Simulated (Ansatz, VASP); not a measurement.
**Pt: VASP beside Ansatz**

```
CELL_PARAMETERS angstrom
0.00000 2.85993 2.85993
2.85993 0.00000 2.85993
2.85993 2.85993 0.00000
ATOMIC_POSITIONS crystal
Pt 0.00000 0.00000 0.00000
Pt 0.25000 0.25000 0.25000
```

Alike in both runs: functional r2SCAN; k mesh 16 × 16 × 16; occupations gaussian, width 0.1 eV; no spin polarisation.

Ansatz relaxed the structure, and its values are those at the end. VASP's run is a single point on that final structure, the one shown.

|  | VASP | Ansatz |
| --- | --- | --- |
| version | VASP 6.6.1 | Ansatz 0.2.0 |
| potentials or method | VASP PAW PBE potentials, release 64 (Pt) | scalar-relativistic, plane waves, PAW |
| plane-wave cutoff (eV) | 520 | 500 |
| valence electrons in the cell | 20 | 36 |

|  | VASP | Ansatz | Ansatz less VASP |
| --- | --- | --- | --- |
| gap on the k mesh at the Fermi level (eV) | none | none | - |
| pressure (GPa) | 0.0 | 0.0 | -0.03 |

A gap of «none» marks a metal or a gap that the smearing closes. The two sets of potentials don't hold the same shells in valence.

Caveats: the PAW data sets were made with another functional, which shifts forces and pressure a little (VASP). Spin-orbit coupling is left out, which matters for the levels of Pt.
